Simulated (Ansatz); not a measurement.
An Ansatz input (plane waves, PAW) for Cu2O that has something wrong with it:

```yaml
crystal:
  lattice:
    - [8.12321508, 0.0, 0.0]
    - [0.0, 8.12321508, 0.0]
    - [0.0, 0.0, 8.12321508]
  atoms:
    - { symbol: Cu, position: [0.25, 0.25, 0.25] }
    - { symbol: Cu, position: [0.25, 0.75, 0.75] }
    - { symbol: Cu, position: [0.75, 0.75, 0.25] }
    - { symbol: Cu, position: [0.75, 0.25, 0.75] }
    - { symbol: O, position: [0.0, 0.0, 0.0] }
    - { symbol: O, position: [0.5, 0.5, 0.5] }
basis:
  ecutwfc: 420
  ecutrho_ratio: 4
kpoints:
  mp_grid: { grid: [8, 8, 8] }
hamiltonian:
  xc: pbe
scf:
  occupations: { method: gaussian, width: 0.05 }
  max_iter: 100
output:
  forces: true
  stress: true
magnetization:
  noncollinear: true
  spin_orbit: true
```

Launched as:
```sh
ansatz run input.yaml --threads 4 --pin off --max-ram 7168MiB --backend cpu --events-out ev --progress --plain --runs-dir out
```

What the program printed:

SCF trace (energy estimate counted from the last row):
```
iteration   ΔE (eV)  density residual (eV)  M (μB)
        1   -11.712                 6.00e1  0.00e0
        2    -1.640                 8.55e0  0.00e0
        3    -0.945                 1.04e1  0.00e0
        4    -1.853                 1.96e1  0.00e0
        5     0.016                2.43e-1  0.00e0
        6     0.008                8.01e-1  0.00e0
        7    -0.080                 3.03e0  0.00e0
        8    -0.179                 4.13e0  0.00e0
        9    -0.034                 1.17e0  0.00e0
       10  -4.7e-03                1.61e-1  0.00e0
       11  -3.1e-04                9.58e-3  0.00e0
       12  -9.9e-05                7.84e-4  0.00e0
       13  -9.7e-05                6.34e-6  0.00e0
       14     0.000                2.55e-6  0.00e0
       15     0.000                4.94e-8  0.00e0
```

```
SCF 1 converged in 15 iterations: F = -27613.690030 eV  dr2 = 4.94e-8
SCF converged after 15 iterations
Magnetization: |M| = 0.0000 μB,  M = (+0.0000, +0.0000, +0.0000) μB
Absolute magnetization: 0.0000 μB (∫|m|)
  site 0: m = (+0.0000, +0.0000, +0.0000) μB, |m| = 0.0000 μB  (R = 1.45 Å)
  site 1: m = (+0.0000, +0.0000, +0.0000) μB, |m| = 0.0000 μB  (R = 1.45 Å)
  site 2: m = (+0.0000, +0.0000, +0.0000) μB, |m| = 0.0000 μB  (R = 1.45 Å)
  site 3: m = (+0.0000, +0.0000, +0.0000) μB, |m| = 0.0000 μB  (R = 1.45 Å)
  site 4: m = (+0.0000, +0.0000, +0.0000) μB, |m| = 0.0000 μB  (R = 1.45 Å)
  site 5: m = (+0.0000, +0.0000, +0.0000) μB, |m| = 0.0000 μB  (R = 1.45 Å)
Free energy (F): -27613.690030 eV
E sigma→0 (E₀):  -27613.688647 eV
Entropy (-TS):   -0.002765 eV (-0.461 meV/atom)
Fermi energy:    -2.971110 eV
--- Forces (eV/Å), atoms counted from 1 ---
  atom   1  Cu     0.00000000     0.00000000     0.00000000
  atom   2  Cu     0.00000000     0.00000000     0.00000000
  atom   3  Cu     0.00000000     0.00000000     0.00000000
  atom   4  Cu     0.00000000     0.00000000     0.00000000
  atom   5  O      0.00000000     0.00000000     0.00000000
  atom   6  O      0.00000000     0.00000000     0.00000000
--- Stress (GPa, compression-positive) ---
       -2.015423       0.000000       0.000000
        0.000000      -2.015423       0.000000
        0.000000       0.000000      -2.015423
  P = ⅓ Tr σ = -2.0154 GPa (-20.154 kbar)
```

Problem. What is wrong with it?

Solution. A lattice typed in bohr. Against the sound input: crystal.lattice: [[8.12321508, 0.0, 0.0], [0.0, 8.12321508, 0.0], [0.0, 0.0, 8.12321508]] (the cap on iterations is only a precaution).

The run converged all the same, so nothing but a comparison shows the fault. Its energy lies 3462 meV/atom from the sound one. Run time: 72 s on 4 threads of Intel(R) Xeon(R) Platinum 8488C (Sapphire Rapids), on a shared host, peak memory 4.2 GiB. The run before the change (PBE with spin–orbit coupling, 420 eV, 8×8×8 mesh) gave:

| run | P (GPa) | gap on the mesh (eV) | cell moment (μB) | largest force component (eV/Å) |
| --- | --- | --- | --- | --- |
| sound | 0.0 | 0.39 | 0.00 (no moment typed) | 0.000 |
| spoiled | -2.0 | 0 (bands touch) | 0.00 (no moment typed) | 0.000 |

The chain of runs began from a cell as deposited in COD, expanded in volume. Of that entry: the entry's cell lengths or inner coordinates differ somewhat from later room-temperature determinations.
